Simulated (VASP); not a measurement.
# V (P6_3/mmc) in VASP: further runs

Runs on V. Level: PBE. Tasks: single point.

Everything below comes from runs of VASP 6.6.1. Logs are shortened: lines on timing, memory, paths and dates and some standing lists are left out, and cuts for length are marked.

### Step 1. The crystal as given

It takes space group P6_3/mmc (No. 194, hexagonal). Conventional cell: a = 2.604 Å, b = 2.604 Å, c = 4.723 Å, α = 90.00°, β = 90.00°, γ = 120.00°. V (site symmetry -6m2) is surrounded by 12 V at 2.60 to 2.80 Å.

This isn't the form of V at room conditions, which is bcc.

### Step 2. Single point, PBE, collinear spin, ferromagnetic start

Contents of INCAR:

```
  PREC = Accurate
  ENCUT = 280
  EDIFF = 1E-6
  ISMEAR = 0
  SIGMA = 0.1
  LREAL = F
  LASPH = T
  NELM = 100
  ALGO = Normal
  ISIF = 2
  LWAVE = F
  LCHARG = F
  ISPIN = 2
  MAGMOM = 2 2
  LORBIT = 11
  LMAXMIX = 4
  GGA = PE
  ADDGRID = F
```

Contents of KPOINTS:

```
Automatic mesh
0
Gamma
  18 18 9
```

Contents of POSCAR:

```
V
1.0
    2.6042941027      0.0000000000      0.0000000000
   -1.3021470513      2.2553848518      0.0000000000
    0.0000000000      0.0000000000      4.7233360000
V
2
Direct
    0.3610050000      0.6924900000      0.2406650000
    0.6997010000      0.3498080000      0.7667620000
```

Potentials or basis: VASP PAW PBE potentials, release 64 (V_sv).

On the command line:

```console
> cat potpaw_PBE.64/V_sv/POTCAR > POTCAR
> mpirun -np 1 vasp_std > vasp.out
```

OUTCAR:

```text
PREC = Accurate
   ENCUT = 280
   EDIFF = 1E-6
   ISMEAR = 0
   LREAL = F
   LASPH = T
   NELM = 100
   ISIF = 2
   ISPIN = 2
   LORBIT = 11
   GGA = PE

 Found   1460 irreducible k-points:

 Following reciprocal coordinates:
            Coordinates               Weight
  0.000000  0.000000  0.000000      1.000000
  0.055556 -0.000000  0.000000      2.000000
  0.000000  0.055556  0.000000      2.000000
 -0.055556  0.055556  0.000000      2.000000
  0.111111 -0.000000  0.000000      2.000000
  0.000000  0.111111  0.000000      2.000000
   k-points           NKPTS =   1460   k-points in BZ     NKDIM =   1460   number of bands    NBANDS=     19
   number of dos      NEDOS =    301   number of ions     NIONS =      2
   total plane-waves  NPLWV =   5488
   dimension x,y,z NGX =    14 NGY =   14 NGZ =   28
   dimension x,y,z NGXF=    28 NGYF=   28 NGZF=   56
   ions per type =               2
   NGX,Y,Z   is equivalent  to a cutoff of   8.94,  8.94,  9.86 a.u.
   NGXF,Y,Z  is equivalent  to a cutoff of  17.87, 17.87, 19.71 a.u.
 SYSTEM =  unknown system
   PREC   = accura    normal or accurate (medium, high low for compatibility)
   ISTART =      0    job   : 0-new  1-cont  2-samecut
   ICHARG =      2    charge: 1-file 2-atom 10-const
   ISPIN  =      2    spin polarized calculation?
   LNONCOLLINEAR =      F non collinear calculations
   LSORBIT =      F    spin-orbit coupling
   LASPH  =      T    aspherical Exc in radial PAW
   ENCUT  =  280.0 eV  20.58 Ry    4.54 a.u.   3.55  3.55  6.44*2*pi/ulx,y,z
   NELM   =    100;   NELMIN=  2; NELMDL= -5     # of ELM steps
   EDIFF  = 0.1E-05   stopping-criterion for ELM
   LREAL  =      F    real-space projection
   EDIFFG = 0.1E-04   stopping-criterion for IOM
   NSW    =      0    number of steps for IOM
   IBRION =     -1    ionic relax: 0-MD 1-quasi-New 2-CG
   NFREE  =      0    steps in history (QN), initial steepest desc. (CG)
   ISIF   =      2    stress and relaxation
   ISYM   =      2    0-nonsym 1-usesym 2-fastsym
   POTIM  = 0.5000    time-step for ionic-motion
   TEBEG  =    0.0;   TEEND  =   0.0 temperature during run
   PSTRESS=    0.0 pullay stress
   NELECT =      26.0000    total number of electrons
   NUPDOWN=      -1.0000    fix difference up-down
   EMIN   =  10.00;   EMAX   =-10.00  energy-range for DOS
   EFERMI =   0.00;   METHOD = LEGACY
   ISMEAR =     0;   SIGMA  =   0.10  broadening in eV -4-tet -1-fermi 0-gaus
   EFERMI_NEDOS =   21; number of points for ismear=-14 and -15
   IALGO  =     38    algorithm
   IMIX   =      4    mixing-type and parameters
     AMIX     =   0.40;   BMIX     =  1.00
     AMIX_MAG =   1.60;   BMIX_MAG =  1.00
  volume/ion in A,a.u.               =      13.87        93.61
  Fermi-wavevector in a.u.,A,eV,Ry     =   1.602062  3.027459 34.920768  2.566604
  Thomas-Fermi vector in A             =   2.698942
   LORBIT       =     11    0 simple, 1 ext, 2 COOP (PROOUT), +10 PAW based schemes
   GGA     = PE    functional components
   LHFCALC =     F    Hartree Fock is set to
   AEXX    =    0.0000 exact exchange contribution
   IVDW    =     0    specifies the selected vdW correction
   LEPSILON=     F    determine dielectric tensor
   LRPA    =     F    only Hartree local field effects (RPA)
 spin polarized calculation
 Gauss-broadening in eV      SIGMA  =   0.10
  energy-cutoff  :      280.00
  volume of cell :       27.74
 maximum number of plane-waves:       313
   NGX =  7   NGY =  7   NGZ = 13

 number of electron      25.9999996 magnetization       0.0006020

 Free energy of the ion-electron system (eV)
  ---------------------------------------------------
  ext. energy  EPLUGINS =         0.00000000
  ---------------------------------------------------
  free energy    TOTEN  =       -17.40471505 eV

  energy without entropy =      -17.38794074  energy(sigma->0) =      -17.39632790

 E-fermi :   9.7104     XC(G=0): -12.7206

 val. band max:        9.7082012476   @ k =  -0.1111   0.1111   0.3333
 cond. band min:       9.7105156448   @ k =  -0.4444   0.1667  -0.3333
 fundamental gap:      0.0023143972
 Fermi energy:         9.7103582171

 spin component 1

 k-point     1 :       0.0000    0.0000    0.0000
  band No.  band energies     occupation
      1     -54.3106      1.00000
      2     -54.1931      1.00000
      3     -28.4373      1.00000
      4     -27.7745      1.00000
      5     -27.6567      1.00000
      6     -27.6544      1.00000
[... 11 lines left out ...]
     18      11.5828      0.00000
     19      12.5547      0.00000
[... 89 lines left out ...]
 k-point     6 :       0.0000    0.1111    0.0000
  band No.  band energies     occupation
      1     -54.2885      1.00000
      2     -54.1775      1.00000
      3     -28.4036      1.00000
      4     -27.7904      1.00000
      5     -27.7422      1.00000
      6     -27.6883      1.00000
[... 11 lines left out ...]
     18      11.3869      0.00000
     19      12.6300      0.00000

 [... further k-points ...]

 Fermi energy:         9.7103582171

 spin component 2

 k-point     1 :       0.0000    0.0000    0.0000
  band No.  band energies     occupation
      1     -54.3103      1.00000
      2     -54.1929      1.00000
      3     -28.4370      1.00000
      4     -27.7742      1.00000
      5     -27.6564      1.00000
      6     -27.6541      1.00000
[... 11 lines left out ...]
     18      11.5829      0.00000
     19      12.5548      0.00000
[... 89 lines left out ...]
 k-point     6 :       0.0000    0.1111    0.0000
  band No.  band energies     occupation
      1     -54.2883      1.00000
      2     -54.1773      1.00000
      3     -28.4034      1.00000
      4     -27.7901      1.00000
      5     -27.7420      1.00000
      6     -27.6880      1.00000
[... 11 lines left out ...]
     18      11.3871      0.00000
     19      12.6301      0.00000

 [... further k-points ...]
[... 5 lines left out ...]
  --------------------------------------------------------------------------------------
  -------------------------------------------------------------------------------------
  Total       -0.4832501     -0.3211246     -0.5037031      0.1006028      0.0441676     -0.0556797
  in kB      -27.9076361    -18.5449065    -29.0887915      5.8098007      2.5506705     -3.2154976
  external PRESSURE =     -25.1804447 kB  Pullay stress =       0.0000000 kB

 VOLUME and BASIS-vectors are now :
 -----------------------------------------------------------------------------
  energy-cutoff  :      280.00
  volume of cell :       27.74
      direct lattice vectors                 reciprocal lattice vectors
     2.604294103  0.000000000  0.000000000     0.383981210  0.221691655  0.000000000
    -1.302147051  2.255384852  0.000000000     0.000000000  0.443383310  0.000000000
     0.000000000  0.000000000  4.723336000     0.000000000  0.000000000  0.211714771

 POSITION                                       TOTAL-FORCE (eV/Angst)
 -----------------------------------------------------------------------------------
      0.03844      1.56183      1.13674        -0.039428      0.028412      1.187931
      1.36673      0.78895      3.62167         0.039428     -0.028412     -1.187931
 -----------------------------------------------------------------------------------
    total drift:                                0.000130     -0.000221      0.000039

  FREE ENERGIE OF THE ION-ELECTRON SYSTEM (eV)
  ---------------------------------------------------
  free  energy   TOTEN  =       -17.4047150535 eV

  energy  without entropy=      -17.3879407437  energy(sigma->0) =      -17.39632790

 total charge

# of ion       s       p       d       tot
------------------------------------------
    1        2.346   6.216   3.077  11.639
    2        2.346   6.216   3.077  11.639
--------------------------------------------------
tot          4.692  12.432   6.155  23.278

 magnetization (x)

# of ion       s       p       d       tot
------------------------------------------
    1        0.000   0.000   0.000   0.000
    2        0.000   0.000   0.000   0.000
--------------------------------------------------
tot          0.000   0.000   0.000   0.000
```

OSZICAR:

```text
N       E                     dE             d eps       ncg     rms          rms(c)
DAV:   1     0.220879403621E+03    0.22088E+03   -0.12522E+04117275   0.104E+03
DAV:   2    -0.126400050554E+02   -0.23352E+03   -0.22912E+03114570   0.407E+02
DAV:   3    -0.189155125563E+02   -0.62755E+01   -0.61270E+01130862   0.761E+01
DAV:   4    -0.189859568470E+02   -0.70444E-01   -0.69978E-01125856   0.716E+00
DAV:   5    -0.189866608511E+02   -0.70400E-03   -0.70392E-03122032   0.719E-01    0.257E+01
DAV:   6    -0.171608254253E+02    0.18258E+01   -0.11537E+01115441   0.324E+01    0.463E+00
DAV:   7    -0.173409627343E+02   -0.18014E+00   -0.59703E-01121170   0.710E+00    0.408E+00
DAV:   8    -0.173746692298E+02   -0.33706E-01   -0.17047E-02116187   0.146E+00    0.152E+00
DAV:   9    -0.173932957742E+02   -0.18627E-01   -0.84038E-03115272   0.812E-01    0.790E-01
DAV:  10    -0.174039434332E+02   -0.10648E-01   -0.10566E-02114526   0.691E-01    0.149E-01
DAV:  11    -0.174046517702E+02   -0.70834E-03   -0.47473E-04117530   0.227E-01    0.504E-02
DAV:  12    -0.174047072640E+02   -0.55494E-04   -0.32148E-05125483   0.569E-02    0.206E-02
DAV:  13    -0.174047147434E+02   -0.74794E-05   -0.73262E-06 88113   0.190E-02    0.666E-03
DAV:  14    -0.174047150535E+02   -0.31015E-06   -0.53451E-07 56098   0.894E-03
   1 F= -.17404715E+02 E0= -.17396328E+02  d E =-.167743E-01  mag=     0.0001
```

stdout:

```text
POSCAR found type information on POSCAR V
 POSCAR found :  1 types and       2 ions
 scaLAPACK will be used
 LDA part: xc-table for (Slater+PW92), standard interpolation
 POSCAR, INCAR and KPOINTS ok, starting setup
 FFT: planning ... GRIDC
 FFT: planning ... GRID_SOFT
 FFT: planning ... GRID
 WAVECAR not read
 entering main loop
```

Run time: 5.1 min. Hardware: 1 thread of Intel Xeon Platinum 8488C (Sapphire Rapids), shared host; peak memory 0.51 GiB.

The run converged, but some of its settings lie outside the range that counts as converged, so its numbers aren't taken as properties of the crystal.

Results:

| Item | Value |
| --- | --- |
| Free energy | -17.4047 eV |
| Largest force | 1.189 eV/Å |
| Band gap on the k mesh | none (metal or under the smearing width) |
| Net moment | 0.00 μB per cell |
| Valence electrons inside the program's atomic spheres | V 11.64 |

Caveat: the cutoff is under 1.25 times the usual one of these potentials, so pressure, stress and relaxed cells hold a basis-set (Pulay) error.

### Step 3. Single point, PBE, collinear spin, ferromagnetic start

INCAR: that of step 2 with these lines changed.

```diff
@@ -1,3 +1,3 @@
   PREC = Accurate
-  ENCUT = 280
+  ENCUT = 400
   EDIFF = 1E-6
```

Contents of KPOINTS:

```
Automatic mesh
0
Gamma
  15 15 8
```

Contents of POSCAR:

```
V
1.0
    2.6042941027      0.0000000000      0.0000000000
   -1.3021470513      2.2553848518      0.0000000000
    0.0000000000      0.0000000000      4.7233360000
V
2
Direct
    0.3333333333      0.6666666667      0.2500000000
    0.6666666667      0.3333333333      0.7500000000
```

Potentials or basis: VASP PAW PBE potentials, release 64 (V_sv).

On the command line:

```console
> cat potpaw_PBE.64/V_sv/POTCAR > POTCAR
> mpirun -np 1 vasp_std > vasp.out
```

Run time: 57 s. Hardware: 1 thread of Intel Xeon Platinum 8488C (Sapphire Rapids), shared host; peak memory 0.18 GiB.

These settings aren't checked as converged: the numbers below hold their error.

Results:

```
Free energy                                           : -17.4840 eV
Pressure                                              : -1.7 GPa
Band gap on the k mesh                                : none (metal or under the smearing width)
Net moment                                            : 0.00 μB per cell
Valence electrons inside the program's atomic spheres : V 11.63
```

### Step 4. The reference run

An earlier run on the cell as given: functional PBE; potentials or basis VASP PAW PBE potentials, release 64 (V_sv); cutoff 520 eV; k mesh 12 × 12 × 6; occupations fermi-dirac, width 0.05 eV; collinear spin, ferromagnetic start; starting moments [2.0, 2.0] μB.

- Pressure: -0.3 GPa
- Band gap on the k mesh: none (metal or under the smearing width)
- Net moment: 0.00 μB per cell
- Valence electrons inside the program's atomic spheres: V 11.63
